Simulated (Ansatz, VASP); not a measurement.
Two plane-wave programs on Al3Au

```
Au Al
1.0
    -2.02533    2.02533    4.05660
     2.02533   -2.02533    4.05660
     2.02533    2.02533   -4.05660
Au Al
1 3
Direct
  0.00000 0.00000 0.00000
  0.50000 0.50000 0.00000
  0.25000 0.75000 0.50000
  0.75000 0.25000 0.50000
```

The cell comes from a database or a generator and needn't be the stable form of this composition.

Alike in both runs: functional BLYP; k mesh 5 × 5 × 5; occupations fermi-dirac, width 0.05 eV; no spin polarisation.

```csv
,VASP,Ansatz
version,VASP 6.6.1,Ansatz 0.2.0
potentials or method,"VASP PAW PBE potentials, release 64 (Au, Al)",Ansatz PAW
plane-wave cutoff (eV),520,420
valence electrons in the cell,20,28
task,single point,band structure
```

```csv
,VASP,Ansatz,Ansatz less VASP
gap on the k mesh at the Fermi level (eV),none,none,-
pressure (GPa),5.3,5.0,-0.25
largest component of the traceless stress (GPa),0.24,0.24,-0.002
```

A gap of «none» marks a metal or a gap that the smearing closes. With one functional, cell and mesh, what is left measures potentials, basis and numerics. The two sets of potentials don't hold the same shells in valence.

Caveats: the k mesh is coarse (spacing up to 0.44 Å⁻¹), so the values aren't converged; the PAW data sets were made with another functional, which shifts forces and pressure a little (VASP); spin-orbit coupling is left out, which moves the levels of the heavy elements (Ansatz); the PAW data sets come from PBE, with cores solved anew for the run's functional, which leaves a small shift of forces and pressure (Ansatz). The runs have no spin-orbit coupling, so splittings on Au are missing.
